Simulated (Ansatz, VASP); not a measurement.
Sr in VASP and in Ansatz

Contents of INCAR:

```
SYSTEM = Sr
PREC = Accurate
ENCUT = 520
EDIFF = 1E-6
ISMEAR = 0
SIGMA = 0.15
LREAL = .FALSE.
LASPH = .TRUE.
NELM = 100
ALGO = Normal
ISIF = 2
LWAVE = .FALSE.
LCHARG = .FALSE.
GGA = PE
NBANDS = 11
```

File KPOINTS:

```
Automatic mesh
0
G
  16 16 16
  0 0 0
```

POSCAR

```
Sr
1.0
   -0.6593203253      2.7509572195      2.7509572195
    2.7509572195     -0.6593203253      2.7509572195
    2.7509572195      2.7509572195     -0.6593203253
Sr
1
Direct
    0.0000000000      0.0000000000      0.0000000000
```

Input for Ansatz:

```yaml
crystal:
  lattice:
    - [-0.6593203253, 2.7509572195, 2.7509572195]
    - [2.7509572195, -0.6593203253, 2.7509572195]
    - [2.7509572195, 2.7509572195, -0.6593203253]
  atoms:
    - { symbol: Sr, position: [0.0, 0.0, 0.0] }
basis:
  ecutwfc: 420
kpoints:
  mp_grid: { grid: [16, 16, 16] }
hamiltonian:
  xc: pbe
scf:
  occupations: { method: gaussian, width: 0.15 }
output:
  forces: true
  stress: true
  eigenvalues: true
```

Alike in both runs: task single point; functional PBE; k mesh 16 × 16 × 16; occupations gaussian, width 0.15 eV; no spin polarisation.

|  | VASP | Ansatz |
| --- | --- | --- |
| version | VASP 6.6.1 | Ansatz 0.2.0 |
| potentials or method | VASP PAW PBE potentials, release 64 (Sr_sv) | scalar-relativistic, plane waves, PAW |
| plane-wave cutoff (eV) | 520 | 420 |
| valence electrons in the cell | 10 | 10 |

```csv
,VASP,Ansatz,Ansatz less VASP
gap on the k mesh at the Fermi level (eV),none,none,-
pressure (GPa),0.0,0.0,0.00
largest component of the traceless stress (GPa),1.24,1.24,0.000
```

A gap of «none» marks a metal or a gap that the smearing closes.
